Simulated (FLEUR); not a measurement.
A run of FLEUR MaX-R8.1 (later development tree) is set up as follows.

File inp.xml:

```xml
<?xml version="1.0" encoding="UTF-8" standalone="no"?>
<fleurInput fleurInputVersion="0.39">
   <comment>
      PbSe                                                                                                
   </comment>
   <calculationSetup>
      <cutoffs Kmax="3.8" Gmax="11.8" GmaxXC="11.8" numbands="0"/>
      <scfLoop itmax="60" minDistance="0.00001" maxIterBroyd="15" imix="Anderson" alpha="0.05" precondParam="0.0" spinf="2.0" sdNocoIR="T"/>
      <coreElectrons ctail="T" frcor="F" kcrel="0" coretail_lmax="0"/>
      <xcFunctional name="vwn" relativisticCorrections="F"/>
      <magnetism jspins="1"/>
      <soc l_soc="F" theta="0.0" phi="0.0" spav="F"/>
      <expertModes spex="0" secvar="F"/>
      <geometryOptimization l_f="F" forcealpha="1.0" forcemix="BFGS" epsdisp="0.00001" epsforce="0.00001"/>
      <ldaU l_linMix="F" mixParam="0.05" spinf="1.0"/>
   </calculationSetup>
   <cell>
      <bzIntegration valenceElectrons="36.0" mode="hist" fermiSmearingEnergy="0.00183747">
         <kPointListSelection listName="default-1"/>
         <!-- k-points included here -->
         <xi:include xmlns:xi="http://www.w3.org/2001/XInclude" href="kpts.xml"> </xi:include>
      </bzIntegration>
      <!-- symmetry operations included here -->
      <xi:include xmlns:xi="http://www.w3.org/2001/XInclude" href="sym.xml"> </xi:include>
      <bulkLattice scale="1.0">
         <bravaisMatrix>
            <row-1>    0.0000000000000000     6.2303991914712062     6.2303991914712062</row-1>
            <row-2>    6.2303991914712062     0.0000000000000000     6.2303991914712062</row-2>
            <row-3>    6.2303991914712062     6.2303991914712062     0.0000000000000000</row-3>
         </bravaisMatrix>
      </bulkLattice>
   </cell>
   <atomSpecies>
      <species name="Lead (Pb)" element="Pb" atomicNumber="82">
         <mtSphere radius="2.66" gridPoints="879" logIncrement="0.015"/>
         <atomicCutoffs lmax="11" lnonsphr="8"/>
         <electronConfig flipSpins="F">
            <coreConfig>(1s1/2) (2s1/2) (2p1/2) (2p3/2) (3s1/2) (3p1/2) (3p3/2) (4s1/2) (3d3/2) (3d5/2) (4p1/2) (4p3/2) (4d3/2) (4d5/2) (4f5/2) (4f7/2) (5s1/2)</coreConfig>
            <valenceConfig>(5p1/2) (5p3/2) (6s1/2) (5d3/2) (5d5/2) (6p1/2) (6p3/2)</valenceConfig>
            <stateOccupation state="(6p1/2)" spinUp="0.333333" spinDown="0.333333"/>
            <stateOccupation state="(6p3/2)" spinUp="0.666667" spinDown="0.666667"/>
         </electronConfig>
         <energyParameters s="6" p="6" d="5" f="5"/>
         <lo type="SCLO" l="1" n="5" eDeriv="0"/>
         <lo type="SCLO" l="1" n="5" eDeriv="1"/>
         <lo type="SCLO" l="0" n="6" eDeriv="2"/>
         <lo type="SCLO" l="2" n="5" eDeriv="2"/>
         <lo type="SCLO" l="3" n="5" eDeriv="2"/>
      </species>
      <species name="Selenium (Se)" element="Se" atomicNumber="34">
         <mtSphere radius="2.66" gridPoints="879" logIncrement="0.014"/>
         <atomicCutoffs lmax="11" lnonsphr="8"/>
         <electronConfig flipSpins="F">
            <coreConfig>(1s1/2) (2s1/2) (2p1/2) (2p3/2) (3s1/2) (3p1/2) (3p3/2)</coreConfig>
            <valenceConfig>(3d3/2) (3d5/2) (4s1/2) (4p1/2) (4p3/2)</valenceConfig>
            <stateOccupation state="(4p1/2)" spinUp="0.666667" spinDown="0.666667"/>
            <stateOccupation state="(4p3/2)" spinUp="1.333333" spinDown="1.333333"/>
         </electronConfig>
         <energyParameters s="4" p="4" d="4" f="4"/>
         <lo type="SCLO" l="2" n="3" eDeriv="0"/>
         <lo type="SCLO" l="0" n="4" eDeriv="2"/>
         <lo type="SCLO" l="1" n="4" eDeriv="2"/>
         <lo type="SCLO" l="3" n="4" eDeriv="2"/>
      </species>
   </atomSpecies>
   <atomGroups>
      <atomGroup species="Lead (Pb)">
         <relPos label="                   1">.0000000000 .0000000000 .0000000000</relPos>
         <force calculate="T" relaxXYZ="TTT"/>
      </atomGroup>
      <atomGroup species="Selenium (Se)">
         <relPos label="                   2">1.000/2.000 1.000/2.000 1.000/2.000</relPos>
         <force calculate="T" relaxXYZ="TTT"/>
      </atomGroup>
   </atomGroups>
   <output dos="F" band="F" slice="F">
      <checks vchk="F" cdinf="F"/>
      <bandDOS minEnergy="-.5*Htr" maxEnergy="0.5*Htr" sigma="0.015" storeEVData="T"/>
      <vacuumDOS vacdos="F" integ="F" star="F" nstars="0" locx1="0.0" locy1="0.0" locx2="0.0" locy2="0.0" nstm="0" tworkf="0.0"/>
      <unfoldingBand unfoldBand="F" supercellX="1" supercellY="1" supercellZ="1"/>
      <plotting iplot="0" polar="F">
         <plot TwoD="T" vec1="  1.0  0.0  0.0" vec2="  0.0  1.0  0.0" vec3="  0.0  0.0  1.0" zero="  0.0  0.0  0.0" file="plot"/>
      </plotting>
      <chargeDensitySlicing numkpt="0" minEigenval="0.0" maxEigenval="0.0" nnne="0" pallst="F"/>
      <specialOutput eonly="F"/>
      <moessbauerParams electricFieldGradient="T" isomerShift="T" coreHyperfine="T" valenceHyperfine="T"/>
      <magneticCircularDichroism mcd="F" energyLo="-10.0" energyUp="0.0"/>
   </output>
  <!-- We include the file relax.xml here to enable relaxations (see documentation) -->
  <xi:include xmlns:xi="http://www.w3.org/2001/XInclude" href="relax.xml"> <xi:fallback/> </xi:include>
</fleurInput>
```

crystal.txt

```
PbSe
&input cartesian=F /
0.0000000000  3.2969852670  3.2969852670
3.2969852670  0.0000000000  3.2969852670
3.2969852670  3.2969852670  0.0000000000
1.8897261246
1.0 1.0 1.0

2
82 0.0000000000  0.0000000000  0.0000000000
34 0.5000000000  0.5000000000  0.5000000000

&kpt div1=8 div2=8 div3=8 gamma=T /
```

The input inp.xml (bands):

```
<?xml version="1.0" encoding="UTF-8" standalone="no"?>
<fleurInput fleurInputVersion="0.39">
   <comment>
      PbSe                                                                                                
   </comment>
   <calculationSetup>
      <cutoffs Kmax="3.8" Gmax="11.8" GmaxXC="11.8" numbands="0"/>
      <scfLoop itmax="60" minDistance="0.00001" maxIterBroyd="15" imix="Anderson" alpha="0.05" precondParam="0.0" spinf="2.0" sdNocoIR="T"/>
      <coreElectrons ctail="T" frcor="F" kcrel="0" coretail_lmax="0"/>
      <xcFunctional name="vwn" relativisticCorrections="F"/>
      <magnetism jspins="1"/>
      <soc l_soc="F" theta="0.0" phi="0.0" spav="F"/>
      <expertModes spex="0" secvar="F"/>
      <geometryOptimization l_f="F" forcealpha="1.0" forcemix="BFGS" epsdisp="0.00001" epsforce="0.00001"/>
      <ldaU l_linMix="F" mixParam="0.05" spinf="1.0"/>
   </calculationSetup>
   <cell>
      <bzIntegration valenceElectrons="36.0" mode="hist" fermiSmearingEnergy="0.00183747">
         <kPointListSelection listName="path-1"/>
         <!-- k-points included here -->
         <xi:include xmlns:xi="http://www.w3.org/2001/XInclude" href="kpts.xml"> </xi:include>
      </bzIntegration>
      <!-- symmetry operations included here -->
      <xi:include xmlns:xi="http://www.w3.org/2001/XInclude" href="sym.xml"> </xi:include>
      <bulkLattice scale="1.0">
         <bravaisMatrix>
            <row-1>    0.0000000000000000     6.2303991914712062     6.2303991914712062</row-1>
            <row-2>    6.2303991914712062     0.0000000000000000     6.2303991914712062</row-2>
            <row-3>    6.2303991914712062     6.2303991914712062     0.0000000000000000</row-3>
         </bravaisMatrix>
      </bulkLattice>
   </cell>
   <atomSpecies>
      <species name="Lead (Pb)" element="Pb" atomicNumber="82">
         <mtSphere radius="2.66" gridPoints="879" logIncrement="0.015"/>
         <atomicCutoffs lmax="11" lnonsphr="8"/>
         <electronConfig flipSpins="F">
            <coreConfig>(1s1/2) (2s1/2) (2p1/2) (2p3/2) (3s1/2) (3p1/2) (3p3/2) (4s1/2) (3d3/2) (3d5/2) (4p1/2) (4p3/2) (4d3/2) (4d5/2) (4f5/2) (4f7/2) (5s1/2)</coreConfig>
            <valenceConfig>(5p1/2) (5p3/2) (6s1/2) (5d3/2) (5d5/2) (6p1/2) (6p3/2)</valenceConfig>
            <stateOccupation state="(6p1/2)" spinUp="0.333333" spinDown="0.333333"/>
            <stateOccupation state="(6p3/2)" spinUp="0.666667" spinDown="0.666667"/>
         </electronConfig>
         <energyParameters s="6" p="6" d="5" f="5"/>
         <lo type="SCLO" l="1" n="5" eDeriv="0"/>
         <lo type="SCLO" l="1" n="5" eDeriv="1"/>
         <lo type="SCLO" l="0" n="6" eDeriv="2"/>
         <lo type="SCLO" l="2" n="5" eDeriv="2"/>
         <lo type="SCLO" l="3" n="5" eDeriv="2"/>
      </species>
      <species name="Selenium (Se)" element="Se" atomicNumber="34">
         <mtSphere radius="2.66" gridPoints="879" logIncrement="0.014"/>
         <atomicCutoffs lmax="11" lnonsphr="8"/>
         <electronConfig flipSpins="F">
            <coreConfig>(1s1/2) (2s1/2) (2p1/2) (2p3/2) (3s1/2) (3p1/2) (3p3/2)</coreConfig>
            <valenceConfig>(3d3/2) (3d5/2) (4s1/2) (4p1/2) (4p3/2)</valenceConfig>
            <stateOccupation state="(4p1/2)" spinUp="0.666667" spinDown="0.666667"/>
            <stateOccupation state="(4p3/2)" spinUp="1.333333" spinDown="1.333333"/>
         </electronConfig>
         <energyParameters s="4" p="4" d="4" f="4"/>
         <lo type="SCLO" l="2" n="3" eDeriv="0"/>
         <lo type="SCLO" l="0" n="4" eDeriv="2"/>
         <lo type="SCLO" l="1" n="4" eDeriv="2"/>
         <lo type="SCLO" l="3" n="4" eDeriv="2"/>
      </species>
   </atomSpecies>
   <atomGroups>
      <atomGroup species="Lead (Pb)">
         <relPos label="                   1">.0000000000 .0000000000 .0000000000</relPos>
         <force calculate="T" relaxXYZ="TTT"/>
      </atomGroup>
      <atomGroup species="Selenium (Se)">
         <relPos label="                   2">1.000/2.000 1.000/2.000 1.000/2.000</relPos>
         <force calculate="T" relaxXYZ="TTT"/>
      </atomGroup>
   </atomGroups>
   <output dos="F" band="T" slice="F">
      <checks vchk="F" cdinf="F"/>
      <bandDOS minEnergy="-.5*Htr" maxEnergy="0.5*Htr" sigma="0.015" storeEVData="T"/>
      <vacuumDOS vacdos="F" integ="F" star="F" nstars="0" locx1="0.0" locy1="0.0" locx2="0.0" locy2="0.0" nstm="0" tworkf="0.0"/>
      <unfoldingBand unfoldBand="F" supercellX="1" supercellY="1" supercellZ="1"/>
      <plotting iplot="0" polar="F">
         <plot TwoD="T" vec1="  1.0  0.0  0.0" vec2="  0.0  1.0  0.0" vec3="  0.0  0.0  1.0" zero="  0.0  0.0  0.0" file="plot"/>
      </plotting>
      <chargeDensitySlicing numkpt="0" minEigenval="0.0" maxEigenval="0.0" nnne="0" pallst="F"/>
      <specialOutput eonly="F"/>
      <moessbauerParams electricFieldGradient="T" isomerShift="T" coreHyperfine="T" valenceHyperfine="T"/>
      <magneticCircularDichroism mcd="F" energyLo="-10.0" energyUp="0.0"/>
   </output>
  <!-- We include the file relax.xml here to enable relaxations (see documentation) -->
  <xi:include xmlns:xi="http://www.w3.org/2001/XInclude" href="relax.xml"> <xi:fallback/> </xi:include>
</fleurInput>
```

Potentials or basis: all-electron, FLAPW.

The run is started by

```sh
$ inpgen -f crystal.txt -profile fastHighL
$ # inp.xml edited to the form shown
$ fleur_MPI
$ fleur_MPI   # second run, on inp.xml (bands)
```

(1) What does it give for the band gap on the k mesh?

(2) Estimate the band gap along the path.

Answers

(1) 0.69 eV, direct.

(2) 0.69 eV, direct.

Caveat: spin-orbit coupling is left out, which as a rule narrows the gap of such compounds by several tenths of an eV.
